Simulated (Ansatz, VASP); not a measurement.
**MnO2 in VASP and in Ansatz**

```
Mn O
1.0
     4.40042    0.00000    0.00000
     0.00000    4.40042    0.00000
     0.00000    0.00000    2.86708
Mn O
2 4
Direct
  0.49026 0.49172 0.49101
  0.01004 0.99393 0.98855
  0.81490 0.19233 0.52103
  0.69682 0.70275 0.98475
  0.19712 0.79404 0.48940
  0.30358 0.28962 0.01137
```

Change from the starting cell: atoms moved at random, drawn with an rms of 0.05 Å.

Alike in both runs: task single point; functional PBE; k mesh 6 × 6 × 9; occupations fermi-dirac, width 0.05 eV; collinear spin, ferromagnetic start.

|  | VASP | Ansatz |
| --- | --- | --- |
| version | VASP 6.6.1 | Ansatz 0.2.0 |
| potentials or method | VASP PAW PBE potentials, release 64 (Mn_pv, O) | Ansatz PAW |
| plane-wave cutoff (eV) | 520 | 420 |
| valence electrons in the cell | 50 | 54 |

|  | VASP | Ansatz | Ansatz less VASP |
| --- | --- | --- | --- |
| gap on the k mesh at the Fermi level (eV) | none | none | - |
| pressure (GPa) | 7.6 | 3.3 | -4.30 |
| largest component of the traceless stress (GPa) | 3.37 | 3.00 | -0.367 |
| rms of the force components (eV/Å) | 0.750 | 0.677 | -0.0728 |
| net moment per atom (μB) | 1.00 | 0.01 | -0.992 |
| size of the moment on the site where the two differ most (μB) | 2.72 | 2.18 | -0.538 |

The net moments differ so much that the two runs ended in different magnetic states, which moves the other rows too. Site moments also hang on the region over which each program counts them. Atom by atom the forces differ by 0.120 eV/Å (rms over components). A gap of «none» marks a metal or a gap that the smearing closes. The two sets of potentials don't hold the same shells in valence.

Caveats: semilocal functionals often make such compounds metallic where correlation or magnetic order opens a gap, which also shifts bond lengths; only a ferromagnetic start was run, and an antiferromagnetic order may lie lower in energy (VASP); the pressure holds a Pulay correction of +0.9 GPa for the finite cutoff (Ansatz); the starting moments weren't kept (Ansatz).
